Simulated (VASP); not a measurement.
# H (P4/mmm) in VASP: a series of runs

The runs below take H through relaxation of the atoms, relaxation of cell and atoms, single point, with r2SCAN, TPSSh, PBE.

All numbers are computed with VASP 6.6.1; they aren't measurements. Logs are shortened: lines on timing, memory, paths and dates and some standing lists are left out, and cuts for length are marked.

## (1) The structure

It takes space group P4/mmm (No. 123, tetragonal). Conventional cell: a = 2.650 Å, b = 2.650 Å, c = 0.980 Å, α = 90.00°, β = 90.00°, γ = 90.00°. Around H (site symmetry 4/mmm) lie 2 H at 0.98 Å.

## (2) Relaxation of the atoms, r2SCAN (cell strained at random at fixed volume)

INCAR reads:

```
ALGO = Normal
EDIFF = 1E-6
EDIFFG = -0.01
ENCUT = 520
IBRION = 2
ISIF = 2
ISMEAR = 0
LASPH = T
LCHARG = F
LMIXTAU = T
LREAL = F
LWAVE = F
METAGGA = R2SCAN
NELM = 100
NSW = 40
PREC = Accurate
SIGMA = 0.05
```

KPOINTS reads:

```
k-points
0
Gamma
  10 10 26
```

POSCAR reads:

```
H
1.0
    2.6368360000     -0.0216270000     -0.0404930000
   -0.0216270000      2.6572020000      0.0174880000
   -0.0149840000      0.0064720000      0.9827860000
H
1
Direct
   -0.0812700000      0.0331370000      0.5340330000
```

Potentials or basis: VASP PAW PBE potentials, release 64 (H).

Started as:

```sh
cat potpaw_PBE.64/H/POTCAR > POTCAR
mpirun -np 1 vasp_std > vasp.out
```

OUTCAR:

```text
EDIFF = 1E-6
   EDIFFG = -0.01
   ENCUT = 520
   IBRION = 2
   ISIF = 2
   ISMEAR = 0
   LASPH = T
   LREAL = F
   METAGGA = R2SCAN
   NELM = 100
   NSW = 40
   PREC = Accurate

 ion  position               nearest neighbor table
   1  0.919  0.033  0.534-

  LATTYP: Found a triclinic cell.
 ALAT       =     2.8210306434
 B/A-ratio  =     2.0893359090
 C/A-ratio  =     0.3484263915
 COS(alpha) =     0.0017311730
 COS(beta)  =     0.3359091583
 COS(gamma) =     0.8430562980

  Lattice vectors:

 A1 = (  -0.0066430000,   2.6507300000,  -0.9652980000)
 A2 = (   2.5935820000,   5.2927770000,  -0.0055170000)
 A3 = (   0.0149840000,  -0.0064720000,  -0.9827860000)

Analysis of symmetry for initial positions (statically):
=====================================================================
 Subroutine PRICEL returns:
 Original cell was already a primitive cell.

 Routine SETGRP: Setting up the symmetry group for a
 triclinic supercell.

 Subroutine GETGRP returns: Found  2 space group operations
 (whereof  1 operations were pure point group operations)
 out of a pool of  2 trial point group operations.

The static configuration has the point symmetry C_1 .
 The point group associated with its full space group is S_2 .

Analysis of symmetry for dynamics (positions and initial velocities):
=====================================================================
 Subroutine PRICEL returns:
 Original cell was already a primitive cell.

 Routine SETGRP: Setting up the symmetry group for a
 triclinic supercell.

 Subroutine GETGRP returns: Found  2 space group operations
 (whereof  1 operations were pure point group operations)
 out of a pool of  2 trial point group operations.

The dynamic configuration has the point symmetry C_1 .
 The point group associated with its full space group is S_2 .

 Subroutine INISYM returns: Found  2 space group operations
 (whereof  1 operations are pure point group operations),
 and found     1 'primitive' translations

----------------------------------------------------------------------------------------

                                     Primitive cell

  volume of cell :       6.8836

  direct lattice vectors                    reciprocal lattice vectors
     2.636836000 -0.021627000 -0.040493000     0.379355920  0.003049649  0.005763749
    -0.021627000  2.657202000  0.017488000     0.003049645  0.376376537 -0.002432079
    -0.014984000  0.006472000  0.982786000     0.015576053 -0.006571709  1.017796269

  length of vectors
     2.637235579  2.657347555  0.982921527     0.379411960  0.376396749  1.017936661

  position of ions in fractional coordinates (direct lattice)
     0.918730000  0.033137000  0.534033000

  ion indices of the primitive-cell ions
   primitive index   ion index
                 1           1

----------------------------------------------------------------------------------------

 KPOINTS: k-points

Automatic generation of k-mesh.
 Grid dimensions read from file:
 generate k-points for:   10   10   26

 Generating k-lattice:

  Cartesian coordinates                     Fractional coordinates (reciprocal lattice)
     0.037935592  0.000304965  0.000576375     0.100000000 -0.000000000  0.000000000
     0.000304964  0.037637654 -0.000243208     0.000000000  0.100000000 -0.000000000
     0.000599079 -0.000252758  0.039146010     0.000000000 -0.000000000  0.038461538

  Length of vectors
     0.037941196  0.037639675  0.039151410

  Shift w.r.t. Gamma in fractional coordinates (k-lattice)
     0.000000000  0.000000000  0.000000000

 Subroutine IBZKPT returns following result:
 ===========================================

 Found   1304 irreducible k-points:

 Following reciprocal coordinates:
            Coordinates               Weight
  0.000000  0.000000  0.000000      1.000000
  0.100000  0.000000  0.000000      2.000000
  0.200000  0.000000  0.000000      2.000000
  0.300000  0.000000  0.000000      2.000000
  0.400000  0.000000  0.000000      2.000000
  0.500000  0.000000  0.000000      1.000000
  0.000000  0.100000 -0.000000      2.000000
  0.100000  0.100000  0.000000      2.000000
  0.200000  0.100000  0.000000      2.000000
  0.300000  0.100000  0.000000      2.000000
  0.400000  0.100000  0.000000      2.000000
  0.500000  0.100000  0.000000      2.000000
 -0.400000  0.100000  0.000000      2.000000
 -0.300000  0.100000 -0.000000      2.000000
 -0.200000  0.100000 -0.000000      2.000000
 -0.100000  0.100000 -0.000000      2.000000
  0.000000  0.200000 -0.000000      2.000000
  0.100000  0.200000  0.000000      2.000000
  0.200000  0.200000  0.000000      2.000000
  0.300000  0.200000  0.000000      2.000000
  0.400000  0.200000  0.000000      2.000000
  0.500000  0.200000  0.000000      2.000000
 -0.400000  0.200000 -0.000000      2.000000
 -0.300000  0.200000  0.000000      2.000000
 [... further k-points ...]
[... 117 lines left out ...]
 k-point     7 :       0.0000    0.1000   -0.0000
  band No.  band energies     occupation
      1     -13.0791      2.00000
      2       7.7314      0.00000
      3      14.2722      0.00000
      4      15.0670      0.00000

 k-point     8 :       0.1000    0.1000    0.0000
  band No.  band energies     occupation
      1     -12.9579      2.00000
      2       7.2006      0.00000
      3      12.2109      0.00000
      4      17.2633      0.00000

 k-point     9 :       0.2000    0.1000    0.0000
  band No.  band energies     occupation
      1     -12.6273      2.00000
      2       5.5626      0.00000
      3      11.3792      0.00000
      4      18.7564      0.00000

 k-point    10 :       0.3000    0.1000    0.0000
  band No.  band energies     occupation
      1     -12.1747      2.00000
      2       3.5759      0.00000
      3      11.7405      0.00000
      4      19.8813      0.00000

 k-point    11 :       0.4000    0.1000    0.0000
  band No.  band energies     occupation
      1     -11.7624      2.00000
      2       2.1059      0.00000
      3      12.5293      0.00000
      4      20.4765      0.00000

 k-point    12 :       0.5000    0.1000    0.0000
  band No.  band energies     occupation
      1     -11.5933      2.00000
      2       1.5766      0.00000
      3      13.0701      0.00000
      4      19.4084      0.00000

 k-point    13 :      -0.4000    0.1000    0.0000
  band No.  band energies     occupation
      1     -11.7700      2.00000
      2       2.1364      0.00000
      3      12.7367      0.00000
      4      20.0875      0.00000

 k-point    14 :      -0.3000    0.1000   -0.0000
  band No.  band energies     occupation
      1     -12.1857      2.00000
      2       3.6341      0.00000
      3      11.9609      0.00000
      4      19.6308      0.00000

 k-point    15 :      -0.2000    0.1000   -0.0000
  band No.  band energies     occupation
      1     -12.6368      2.00000
      2       5.6462      0.00000
      3      11.5185      0.00000
      4      18.6048      0.00000

 k-point    16 :      -0.1000    0.1000   -0.0000
  band No.  band energies     occupation
      1     -12.9633      2.00000
      2       7.2810      0.00000
      3      12.2583      0.00000
      4      17.2377      0.00000

 k-point    17 :       0.0000    0.2000   -0.0000
  band No.  band energies     occupation
      1     -12.7578      2.00000
      2       5.5091      0.00000
      3      14.4318      0.00000
      4      15.6250      0.00000

 k-point    18 :       0.1000    0.2000    0.0000
  band No.  band energies     occupation
      1     -12.6382      2.00000
      2       5.4780      0.00000
      3      11.5032      0.00000
      4      18.9735      0.00000

 k-point    19 :       0.2000    0.2000    0.0000
  band No.  band energies     occupation
      1     -12.3160      2.00000
      2       5.1443      0.00000
      3       9.2428      0.00000
      4      22.1180      0.00000

 k-point    20 :       0.3000    0.2000    0.0000
  band No.  band energies     occupation
      1     -11.8795      2.00000
      2       3.9351      0.00000
      3       8.8124      0.00000
      4      19.3115      0.00000

 k-point    21 :       0.4000    0.2000    0.0000
  band No.  band energies     occupation
      1     -11.4858      2.00000
      2       2.6754      0.00000
      3       9.4327      0.00000
      4      16.9114      0.00000

 k-point    22 :       0.5000    0.2000    0.0000
  band No.  band energies     occupation
      1     -11.3282      2.00000
      2       2.1991      0.00000
      3       9.9652      0.00000
      4      15.7555      0.00000

 k-point    23 :      -0.4000    0.2000   -0.0000
  band No.  band energies     occupation
      1     -11.4993      2.00000
      2       2.7284      0.00000
      3       9.6328      0.00000
      4      16.5026      0.00000

 k-point    24 :      -0.3000    0.2000    0.0000
  band No.  band energies     occupation
      1     -11.8987      2.00000
      2       4.0361      0.00000
      3       9.0226      0.00000
      4      18.6834      0.00000

 [... further k-points ...]

------------------------ aborting loop because EDIFF is reached ----------------------------------------

  FORCE on cell =-STRESS in cart. coord.  units (eV):
  Direction    XX          YY          ZZ          XY          YZ          ZX
  --------------------------------------------------------------------------------------
  -------------------------------------------------------------------------------------
  Total        0.0699119      0.0605368     -0.1412423     -0.0023422     -0.0013706      0.0032234
  in kB       16.2720980     14.0900357    -32.8743802     -0.5451624     -0.3190080      0.7502405
  external PRESSURE =      -0.8374155 kB  Pullay stress =       0.0000000 kB

 VOLUME and BASIS-vectors are now :
 -----------------------------------------------------------------------------
  energy-cutoff  :      520.00
  volume of cell :        6.88
      direct lattice vectors                 reciprocal lattice vectors
     2.636836000 -0.021627000 -0.040493000     0.379355920  0.003049649  0.005763749
    -0.021627000  2.657202000  0.017488000     0.003049645  0.376376537 -0.002432079
    -0.014984000  0.006472000  0.982786000     0.015576053 -0.006571709  1.017796269

 POSITION                                       TOTAL-FORCE (eV/Angst)
 -----------------------------------------------------------------------------------
      2.41382      0.07164      0.48822        -0.000000      0.000000      0.000000
 -----------------------------------------------------------------------------------
    total drift:                               -0.000002      0.000001     -0.000000

  FREE ENERGIE OF THE ION-ELECTRON SYSTEM (eV)
  ---------------------------------------------------
  free  energy   TOTEN  =        -3.0640791232 eV

  energy  without entropy=       -3.0640791232  energy(sigma->0) =       -3.06407912

 reached required accuracy - stopping structural energy minimisation
```

Wall time 86 s (1 thread of Intel Xeon Platinum 8488C (Sapphire Rapids), shared host); peak memory 0.13 GiB.

What came out:

```yaml
Free_energy: -3.0641 eV
Pressure_after_relaxing: -0.1 GPa
Band_gap_on_the_k_mesh: none (metal or under the smearing width)
```

Final structure:
```
H
1.0
     2.63684   -0.02163   -0.04049
    -0.02163    2.65720    0.01749
    -0.01498    0.00647    0.98279
H
1
Direct
  0.91873 0.03314 0.53403
```

Caveat: the relaxation stopped at its first step, so nothing moved; the PAW data sets were made with another functional, which shifts forces and pressure a little.

## (3) Relaxation of cell and atoms, TPSSh

POSCAR reads:

```
H
1.0
    2.6496387389      0.0000000000      0.0000000000
    0.0000000000      2.6496387389      0.0000000000
    0.0000000000      0.0000000000      0.9804929200
H
1
Direct
    0.0000000000      0.0000000000      0.5000000000
```

INCAR.step1 reads:

```
SYSTEM = H
ALGO = Normal
EDIFF = 1E-5
ENCUT = 600
GGA = PE
ISMEAR = 0
LASPH = .True.
LCHARG = .False.
LREAL = .False.
LWAVE = .True.
NELM = 80
PREC = Accurate
SIGMA = 0.05
```

INCAR.step2 reads:

```
SYSTEM = H
AEXX = 0.1
ALGO = Normal
EDIFF = 1E-6
EDIFFG = -0.005
ENCUT = 600
IBRION = 2
ISIF = 3
ISMEAR = 0
ISTART = 1
LASPH = .True.
LCHARG = .False.
LHFCALC = .True.
LMIXTAU = .True.
LREAL = .False.
LWAVE = .False.
METAGGA = TPSS
NELM = 80
NSW = 60
PREC = Accurate
PRECFOCK = Fast
SIGMA = 0.05
```

KPOINTS reads:

```
k-points
0
Gamma
  5 5 13
  0 0 0
```

Potentials or basis: VASP PAW PBE potentials, release 64 (H).

Started as:

```sh
cat potpaw_PBE.64/H/POTCAR > POTCAR
cp INCAR.step1 INCAR
mpirun -np 1 vasp_std > vasp.out
cp INCAR.step2 INCAR
mpirun -np 1 vasp_std > vasp.out
```

Run time: 2.4 min. Hardware: 1 thread of Intel Xeon Platinum 8488C (Sapphire Rapids), shared host; peak memory 0.11 GiB.

Results (log left out):

| Property | Result |
| --- | --- |
| Free energy | -3.3053 eV |
| Relaxed volume | 6.26 Å³/atom |
| Relaxed cell | a = 2.510 Å, b = 2.510 Å, c = 0.994 Å, α = 90.00°, β = 90.00°, γ = 90.00° |
| Space group after relaxing (to 0.05 Å) | P4/mmm (No. 123) |
| Energy gained by relaxing | 3.4 meV/atom |
| Ionic steps | 16 |
| Pressure after relaxing | 0.0 GPa |
| Band gap on the k mesh | none (metal or under the smearing width) |

The path:
```csv
step,energy change (eV),largest force (eV/Å),pressure (GPa),volume (Å³)
1,0.0000,0.0000,1.25,6.88
2,-0.0016,0.0000,0.01,6.94
3,-0.0018,0.0000,-0.55,6.96
4,-0.0018,0.0000,-0.48,6.96
5,-0.0019,0.0000,-0.50,6.94
6,-0.0021,0.0000,-0.48,6.88
7,-0.0026,0.0000,-0.45,6.75
8,-0.0031,0.0000,-0.33,6.50
9,-0.0031,0.0000,0.10,6.02
10,-0.0034,0.0000,-0.02,6.25
11,-0.0033,0.0000,-0.11,6.34
12,-0.0033,0.0000,-0.20,6.33
13,-0.0034,0.0000,-0.16,6.28
14,-0.0034,0.0000,-0.15,6.27
15,-0.0032,0.0000,0.54,6.23
16,-0.0034,0.0000,-0.03,6.26
```

Final structure:
```xyz
1
Lattice="2.5102 0.0000 0.0000 0.0000 2.5102 0.0000 0.0000 0.0000 0.9941" Properties=species:S:1:pos:R:3 pbc="T T T"
H     0.0000    0.0000    0.4970
```

Levels at points of the mesh, in eV from the Fermi level:
```csv
k point,band 1,band 2,band 3,band 4
"(0.00, 0.00, 0.00)",-10.99,13.63,19.83,19.83
```

Caveat: the k mesh is coarse (spacing up to 0.49 Å⁻¹), so the values aren't converged, least of all with exact exchange; the PAW data sets were made with another functional, which shifts forces and pressure a little.

## (4) Single point, PBE

INCAR reads:

```
ALGO = Normal ; EDIFF = 1E-6
ENCUT = 520 ; GGA = PE
ISIF = 2 ; ISMEAR = 0
LASPH = True ; LCHARG = True
LELF = True ; LREAL = False
LVHAR = True ; LWAVE = False
NBANDS = 6 ; NELM = 100
PREC = Accurate ; SIGMA = 0.05
```

KPOINTS reads:

```
k-points
0
Gamma
  10 10 26
```

POSCAR is that of step 3.

Started as:

```sh
cat potpaw_PBE.64/H/POTCAR > POTCAR
mpirun -np 1 vasp_std > vasp.out
```

Wall time 4 s (1 thread of Intel Xeon 6975P-C (Granite Rapids), shared host); peak memory 0.11 GiB.

The run converged. Its results:

* Free energy: -3.0172 eV
* Pressure: 1.6 GPa
* Band gap on the k mesh: none (metal or under the smearing width)

Stress tensor (GPa, compression positive):
```
2.35 0.00 0.00
0.00 2.35 0.00
0.00 0.00 0.09
```

Levels at points of the mesh, in eV from the Fermi level:
| k point | band 1 | band 2 | band 3 |
| --- | --- | --- | --- |
| (0.00, 0.00, 0.00) | -11.00 | 9.88 | 15.70 |
| (0.50, 0.00, 0.00) | -9.56 | 2.75 | 16.55 |
| (0.50, 0.50, 0.00) | -8.41 | 6.56 | 6.56 |
| (0.00, 0.00, 0.50) | 24.05 | 31.50 | 46.94 |
| (0.50, 0.00, 0.50) | 24.91 | 33.81 | 41.70 |
| (0.50, 0.50, 0.50) | 25.61 | 35.72 | 45.43 |

## (5) Single point, PBE

run.py reads:

```python
from ase.calculators.vasp import Vasp
from ase.dft.bandgap import bandgap
from ase.io import read

atoms = read('H.xyz')
calc = Vasp(
    directory='calc',
    xc='pbe',
    pp='PBE',
    setups='materialsproject',
    prec='Accurate',
    encut=520,
    ediff=1e-07,
    ismear=0,
    sigma=0.05,
    lreal=False,
    lasph=True,
    nelm=80,
    algo='Normal',
    isif=2,
    lwave=False,
    lcharg=True,
    lelf=True,
    lvhar=True,
    kpts=[10, 10, 26],
    gamma=True,
    nbands=6,
)
atoms.calc = calc

print('energy (eV):', atoms.get_potential_energy())
print('free energy (eV):', atoms.get_potential_energy(force_consistent=True))
print('forces (eV/A):')
print(atoms.get_forces())
print('stress (eV/A^3, Voigt):', atoms.get_stress())
print('Fermi level (eV):', calc.get_fermi_level())
gap, top, bottom = bandgap(calc)
print('band gap (eV):', gap, 'from (spin, k, band)', top, 'to', bottom)
```

H.xyz reads:

```xyz
1
Lattice="2.6496387389 0.0000000000 0.0000000000 0.0000000000 2.6496387389 0.0000000000 0.0000000000 0.0000000000 0.9804929200" Properties=species:S:1:pos:R:3 pbc="T T T"
H      0.0000000000      0.0000000000      0.4902464600
```

Started as:

```sh
python run.py
```

It took 8 s on 1 thread of Intel Xeon 6975P-C (Granite Rapids), shared host; peak memory 0.11 GiB.

The run converged. Its results:

| Property | Result |
| --- | --- |
| Free energy | -3.0172 eV |
| Pressure | 1.6 GPa |
| Band gap on the k mesh | none (metal or under the smearing width) |

Stress tensor (GPa, compression positive):
```
2.35 0.00 0.00
0.00 2.35 0.00
0.00 0.00 0.09
```

Levels at points of the mesh, in eV from the Fermi level:
```
           k point  band 1  band 2  band 3  band 4
(0.00, 0.00, 0.00)  -11.00    9.88   15.70   15.70
(0.50, 0.00, 0.00)   -9.56    2.75   16.55   18.69
(0.50, 0.50, 0.00)   -8.41    6.56    6.56   10.07
(0.00, 0.00, 0.50)   24.05   31.50   46.94   51.95
(0.50, 0.00, 0.50)   24.91   33.81   41.70   42.04
(0.50, 0.50, 0.50)   25.61   35.72   45.43   45.43
```

## (6) The reference run

An earlier run on the cell as given: functional PBE; potentials or basis VASP PAW PBE potentials, release 64 (H); cutoff 520 eV; k mesh 10 × 10 × 26; occupations fermi-dirac, width 0.05 eV; no spin polarisation.

* Pressure: 1.6 GPa
* Band gap on the k mesh: none (metal or under the smearing width)

## (7) The runs side by side

```csv
task,level,cell,k mesh,cutoff (eV),smearing,grid for exact exchange (PRECFOCK),exchange at q = 0,mesh quality,gap on the mesh (eV),pressure (GPa)
relaxation of the atoms,r2SCAN,atoms relaxed from: cell strained at random at fixed volume,10 × 10 × 26,520,gaussian 0.05 eV,-,-,not flagged,none,-0.1
relaxation of cell and atoms,TPSSh,relaxed,5 × 5 × 13,600,gaussian 0.05 eV,Fast,default,coarse,none,0.0
single point,PBE,as given,10 × 10 × 26,520,gaussian 0.05 eV,-,-,not flagged,none,1.6
single point,PBE,as given,10 × 10 × 26,520,fermi-dirac 0.05 eV,-,-,not flagged,none,1.6
```

Alike in all rows: potentials or basis VASP PAW PBE potentials, release 64 (H); no spin polarisation.

Caveats: some runs use coarse meshes; the PAW data sets were made with another functional, which shifts forces and pressure a little (some runs); the relaxation stopped at its first step, so nothing moved (some runs).

Total energies depend on the potentials used, so only differences within one code and one set of settings carry meaning.
